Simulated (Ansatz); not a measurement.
# Preparing CaTiN2 (Pmmn) as a host crystal, part 3 of 4

Before any defect goes in: CaTiN2 (Pmmn) at rest, and how it screens a charge.

Ansatz 0.2.0; plane-wave PAW DFT, PBE; relaxation of the host's cell and atoms; PAW set soft_1 (the session's first sound run).

So far. Step 3 (Dielectric tensors of the host): The principal values of the electronic dielectric tensor are 7.71, 8.87 and 9.50. The principal values of the static dielectric tensor are 19.17, 42.90 and 45.46.

## (6) Defect free supercell relaxed from its symmetric sites

This cell, the one that will hold the defects, is built from the relaxed host. Its coarser k-points can move the atoms a little, so it is relaxed from the symmetric sites, as the reference for the test of stability.

This step: plane-wave PAW DFT, PBE; relaxation of the defect-free supercell from its symmetric sites; PAW set soft_1 (Ansatz 0.2.0).

Input file pristine.symmetric/input.yaml:

```yaml
crystal:
  lattice:
    - [7.3152976099, 0.0, 0.0]
    - [0.0, 7.8369045297, 0.0]
    - [0.0, 0.0, 7.5644222331]
  atoms:
    - { symbol: Ca, position: [0.0, 0.25, 0.8501098737] }
    - { symbol: Ca, position: [0.25, 0.0, 0.1498901263] }
    - { symbol: Ti, position: [0.0, 0.25, 0.4077765119] }
    - { symbol: Ti, position: [0.25, 0.0, 0.5922234881] }
    - { symbol: "N", position: [0.25, 0.25, 0.5239989283] }
    - { symbol: "N", position: [0.0, 0.0, 0.4760010717] }
    - { symbol: "N", position: [0.0, 0.25, 0.1637802212] }
    - { symbol: "N", position: [0.25, 0.0, 0.8362197788] }
    - { symbol: Ca, position: [0.0, 0.75, 0.8501098737] }
    - { symbol: Ca, position: [0.25, 0.5, 0.1498901263] }
    - { symbol: Ti, position: [0.0, 0.75, 0.4077765119] }
    - { symbol: Ti, position: [0.25, 0.5, 0.5922234881] }
    - { symbol: "N", position: [0.25, 0.75, 0.5239989283] }
    - { symbol: "N", position: [0.0, 0.5, 0.4760010717] }
    - { symbol: "N", position: [0.0, 0.75, 0.1637802212] }
    - { symbol: "N", position: [0.25, 0.5, 0.8362197788] }
    - { symbol: Ca, position: [0.5, 0.25, 0.8501098737] }
    - { symbol: Ca, position: [0.75, 0.0, 0.1498901263] }
    - { symbol: Ti, position: [0.5, 0.25, 0.4077765119] }
    - { symbol: Ti, position: [0.75, 0.0, 0.5922234881] }
    - { symbol: "N", position: [0.75, 0.25, 0.5239989283] }
    - { symbol: "N", position: [0.5, 0.0, 0.4760010717] }
    - { symbol: "N", position: [0.5, 0.25, 0.1637802212] }
    - { symbol: "N", position: [0.75, 0.0, 0.8362197788] }
    - { symbol: Ca, position: [0.5, 0.75, 0.8501098737] }
    - { symbol: Ca, position: [0.75, 0.5, 0.1498901263] }
    - { symbol: Ti, position: [0.5, 0.75, 0.4077765119] }
    - { symbol: Ti, position: [0.75, 0.5, 0.5922234881] }
    - { symbol: "N", position: [0.75, 0.75, 0.5239989283] }
    - { symbol: "N", position: [0.5, 0.5, 0.4760010717] }
    - { symbol: "N", position: [0.5, 0.75, 0.1637802212] }
    - { symbol: "N", position: [0.75, 0.5, 0.8362197788] }
basis:
  ecutwfc: 420
  xc_grid: 2
hamiltonian:
  xc: pbe
  pseudopotentials: { kind: paw, azcp: { folder: soft_1 } }
kpoints:
  mp_grid: { grid: [1, 1, 1], shift: [0.25, 0.25, 0.25] }
scf:
  occupations: { method: fermi_dirac, width: 0.01 }
  max_iter: 80
output:
  forces: true
relax:
  f_tol: 0.01
  max_steps: 60
  escape_saddle: false
checkpoint:
  write: "../pristine.symmetric.run"
  compress: false
  write_wavefunctions: false
  write_every: 100000
```

Command:

```bash
$ ansatz run input.yaml --threads 4 --pin off --max-ram 15073MiB --backend cpu --events-out ev --progress --plain --runs-dir out
```

Numbers of over 12 decimals in the logs are rounded to 6 here.

The log of the run:

```text
[...]
Crystal: 32 atoms, lattice volume = 433.663 Å³
Basis set: ecut = 420 eV, 8447 PW (Γ), exchange–correlation on 100×108×108 points (8 copies of the dense FFT grid, shifted against one another)
Bands: 160, of which v1, the nominal top of the filled ones, is band 128 counted from 1 (127 counted from 0)
Symmetry: 8 space group operations
k-points: 1
[...]
SCF iter   1: F=—  HF=-40732.601610 eV  |F-HF|=—  |Δ(HF+E_count)|=         —  Δρ=8.50e-2  dr2=5.67e1  ethr=3.10e-3  ⟨swp⟩=7.0  Hψ=659  notcnv=0  defer=16
[...]
SCF iter   9: F=-40721.204223 eV  HF=-40721.204223 eV  |F-HF|=6.59e-8  |Δ(HF+E_count)|=   4.77e-6  Δρ=1.42e-5  dr2=9.91e-7  ethr=9.77e-10  ⟨swp⟩=4.0  Hψ=465  notcnv=0
SCF 1 converged in 9 iterations: F = -40721.204223 eV  dr2 = 9.91e-7
[...]
relax step   1: F+E_penalty+E_count = -40721.20422328 eV  Δ(F+E_penalty+E_count) = +0.000e0 eV  max|allowed force component| = 7.352e-2 eV/Å  Δτ_max = 0.0000 Å  (9 SCF iters, dr2 threshold 2.50e-6 eV, accepted)
[...]
relax step   2: F+E_penalty+E_count = -40721.20654773 eV  Δ(F+E_penalty+E_count) = -2.324e-3 eV  max|allowed force component| = 5.058e-2 eV/Å  Δτ_max = 0.0206 Å  (6 SCF iters, dr2 threshold 3.38e-7 eV, accepted)
relax step   3: F+E_penalty+E_count = -40721.21002961 eV  Δ(F+E_penalty+E_count) = -3.482e-3 eV  max|allowed force component| = 2.642e-2 eV/Å  Δτ_max = 0.0150 Å  (6 SCF iters, dr2 threshold 1.60e-7 eV, accepted)
relax step   4: F+E_penalty+E_count = -40721.21040866 eV  Δ(F+E_penalty+E_count) = -3.791e-4 eV  max|allowed force component| = 8.459e-3 eV/Å  Δτ_max = 0.0020 Å  (6 SCF iters, dr2 threshold 1.91e-7 eV, accepted)
[...]
SCF iter   6: F=-40721.210409 eV  HF=-40721.210409 eV  |F-HF|=1.46e-11  |Δ(HF+E_count)|=  2.91e-11  Δρ=1.20e-7  dr2=2.49e-11  ethr=1.00e-12  ⟨swp⟩=1.0  Hψ=297  notcnv=0
SCF 5 converged in 6 iterations: F = -40721.210409 eV  dr2 = 2.49e-11
relax step   5: F+E_penalty+E_count = -40721.21040866 eV  Δ(F+E_penalty+E_count) = -3.929e-10 eV  max|allowed force component| = 8.458e-3 eV/Å  Δτ_max = 0.0000 Å  (6 SCF iters, accepted)
SCF converged after 6 iterations
Free energy (F): -40721.210409 eV
[...]
Internal energy: -40721.210409 eV  (E = F + TS)
E sigma→0 (E₀):  -40721.210409 eV
Fermi energy:    10.349376 eV
[...]
--- Forces (eV/Å), atoms counted from 1 ---
  atom   1  Ca    -0.00121836     0.00130836     0.00535468
  atom   2  Ca     0.00121836    -0.00130836    -0.00535468
  atom   3  Ti     0.00222819     0.00845805    -0.00251077
  atom   4  Ti    -0.00222819    -0.00845805     0.00251077
  atom   5  N     -0.00112565     0.00780424    -0.00692198
  atom   6  N      0.00112565    -0.00780424     0.00692198
  atom   7  N      0.00127120     0.00356157     0.00521761
  atom   8  N     -0.00127120    -0.00356157    -0.00521761
  atom   9  Ca    -0.00121836     0.00130836     0.00535468
  atom  10  Ca     0.00121836    -0.00130836    -0.00535468
  atom  11  Ti     0.00222819     0.00845805    -0.00251077
  atom  12  Ti    -0.00222819    -0.00845805     0.00251077
  atom  13  N     -0.00112565     0.00780424    -0.00692198
  atom  14  N      0.00112565    -0.00780424     0.00692198
  atom  15  N      0.00127120     0.00356157     0.00521761
  atom  16  N     -0.00127120    -0.00356157    -0.00521761
  atom  17  Ca    -0.00121836     0.00130836     0.00535468
  atom  18  Ca     0.00121836    -0.00130836    -0.00535468
  atom  19  Ti     0.00222819     0.00845805    -0.00251077
  atom  20  Ti    -0.00222819    -0.00845805     0.00251077
  atom  21  N     -0.00112565     0.00780424    -0.00692198
  atom  22  N      0.00112565    -0.00780424     0.00692198
  atom  23  N      0.00127120     0.00356157     0.00521761
  atom  24  N     -0.00127120    -0.00356157    -0.00521761
  atom  25  Ca    -0.00121836     0.00130836     0.00535468
  atom  26  Ca     0.00121836    -0.00130836    -0.00535468
  atom  27  Ti     0.00222819     0.00845805    -0.00251077
  atom  28  Ti    -0.00222819    -0.00845805     0.00251077
  atom  29  N     -0.00112565     0.00780424    -0.00692198
  atom  30  N      0.00112565    -0.00780424     0.00692198
  atom  31  N      0.00127120     0.00356157     0.00521761
  atom  32  N     -0.00127120    -0.00356157    -0.00521761
  max |Σ_I F_I| component: 5.20e-18 eV/Å
--- Relaxed structure (5 steps of the walk, 5 accepted, 0 SCFs on fresh bases) ---
  F+E_penalty+E_count = -40721.21040866 eV   max|allowed force component| = 8.458e-3 eV/Å
  atoms:
    - { symbol: Ca, position: [-0.000328, 0.249707, 0.850087] }
    - { symbol: Ca, position: [0.250328, 0.000293, 0.149913] }
    - { symbol: Ti, position: [0.000479, 0.250322, 0.407754] }
    - { symbol: Ti, position: [0.249521, -0.000322, 0.592246] }
    - { symbol: N, position: [0.250166, 0.250168, 0.523634] }
    - { symbol: N, position: [-0.000166, -0.000168, 0.476366] }
    - { symbol: N, position: [0.002490, 0.249163, 0.163722] }
    - { symbol: N, position: [0.247510, 0.000837, 0.836278] }
    - { symbol: Ca, position: [-0.000328, 0.749707, 0.850087] }
    - { symbol: Ca, position: [0.250328, 0.500293, 0.149913] }
    - { symbol: Ti, position: [0.000479, 0.750322, 0.407754] }
    - { symbol: Ti, position: [0.249521, 0.499678, 0.592246] }
    - { symbol: N, position: [0.250166, 0.750168, 0.523634] }
    - { symbol: N, position: [-0.000166, 0.499832, 0.476366] }
    - { symbol: N, position: [0.002490, 0.749163, 0.163722] }
    - { symbol: N, position: [0.247510, 0.500837, 0.836278] }
    - { symbol: Ca, position: [0.499672, 0.249707, 0.850087] }
    - { symbol: Ca, position: [0.750328, 0.000293, 0.149913] }
    - { symbol: Ti, position: [0.500479, 0.250322, 0.407754] }
    - { symbol: Ti, position: [0.749521, -0.000322, 0.592246] }
    - { symbol: N, position: [0.750166, 0.250168, 0.523634] }
    - { symbol: N, position: [0.499834, -0.000168, 0.476366] }
    - { symbol: N, position: [0.502490, 0.249163, 0.163722] }
    - { symbol: N, position: [0.747510, 0.000837, 0.836278] }
    - { symbol: Ca, position: [0.499672, 0.749707, 0.850087] }
    - { symbol: Ca, position: [0.750328, 0.500293, 0.149913] }
    - { symbol: Ti, position: [0.500479, 0.750322, 0.407754] }
    - { symbol: Ti, position: [0.749521, 0.499678, 0.592246] }
    - { symbol: N, position: [0.750166, 0.750168, 0.523634] }
    - { symbol: N, position: [0.499834, 0.499832, 0.476366] }
    - { symbol: N, position: [0.502490, 0.749163, 0.163722] }
    - { symbol: N, position: [0.747510, 0.500837, 0.836278] }
```

The job ended after 5.7 s (4 threads of Arm Neoverse V2, shared host; peak memory 0.7 GiB).

The steps of the relaxation:

| step | energy less that of the first step (eV) | largest force component (eV/Å) |
| --- | --- | --- |
| 1 | 0.0000 | 0.0735 |
| 2 | -0.0023 | 0.0506 |
| 3 | -0.0058 | 0.0264 |
| 4 | -0.0062 | 0.0085 |
| 5 | -0.0062 | 0.0085 |

Forces are held to the 8 operations that the run works with; a distortion that breaks them can't arise in this run.

The atoms that moved most (Å):

| atom | dx | dy | dz | length |
| --- | --- | --- | --- | --- |
| N24 | -0.018 | 0.007 | 0.000 | 0.019 |
| N32 | -0.018 | 0.007 | 0.000 | 0.019 |
| N7 | 0.018 | -0.007 | 0.000 | 0.019 |
| N23 | 0.018 | -0.007 | 0.000 | 0.019 |
| N15 | 0.018 | -0.007 | 0.000 | 0.019 |
| N31 | 0.018 | -0.007 | 0.000 | 0.019 |
| N8 | -0.018 | 0.007 | 0.000 | 0.019 |
| N16 | -0.018 | 0.007 | 0.000 | 0.019 |

Final coordinates:

```xyz
32
Lattice="7.3153 0.0000 0.0000 0.0000 7.8369 0.0000 0.0000 0.0000 7.5644" Properties=species:S:1:pos:R:3 pbc="T T T"
Ca   -0.0024    1.9569    6.4304
Ca    1.8312    0.0023    1.1340
Ti    0.0035    1.9617    3.0844
Ti    1.8253   -0.0025    4.4800
N     1.8300    1.9605    3.9610
N    -0.0012   -0.0013    3.6034
N     0.0182    1.9527    1.2385
N     1.8106    0.0066    6.3260
Ca   -0.0024    5.8754    6.4304
Ca    1.8312    3.9207    1.1340
Ti    0.0035    5.8802    3.0844
Ti    1.8253    3.9159    4.4800
N     1.8300    5.8790    3.9610
N    -0.0012    3.9171    3.6034
N     0.0182    5.8711    1.2385
N     1.8106    3.9250    6.3260
Ca    3.6552    1.9569    6.4304
Ca    5.4889    0.0023    1.1340
Ti    3.6611    1.9617    3.0844
Ti    5.4830   -0.0025    4.4800
N     5.4877    1.9605    3.9610
N     3.6564   -0.0013    3.6034
N     3.6759    1.9527    1.2385
N     5.4683    0.0066    6.3260
Ca    3.6552    5.8754    6.4304
Ca    5.4889    3.9207    1.1340
Ti    3.6611    5.8802    3.0844
Ti    5.4830    3.9159    4.4800
N     5.4877    5.8790    3.9610
N     3.6564    3.9171    3.6034
N     3.6759    5.8711    1.2385
N     5.4683    3.9250    6.3260
```

(Part 3 of 4 ends here.)

[Logs are printed without paths, hosts, clocks, repeated set-up lines and the standing remarks that a program may print on its own settings, such as how far it seeks lower states.]

[Hosts, paths, dates, database ids (printed as entryN), source tags and the programs' standing remarks are cut or masked in the printed files.]

[Runs of the host that timed out are not shown.]

[For some hosts the program warned that the k-mesh of the response run may be too coarse for force constants and the static dielectric constant; such warnings are not always shown.]

[The program warned that the k-mesh of a response run behind this text may be too coarse: force constants, and the static dielectric constant and all else formed from them, are not shown converged.]
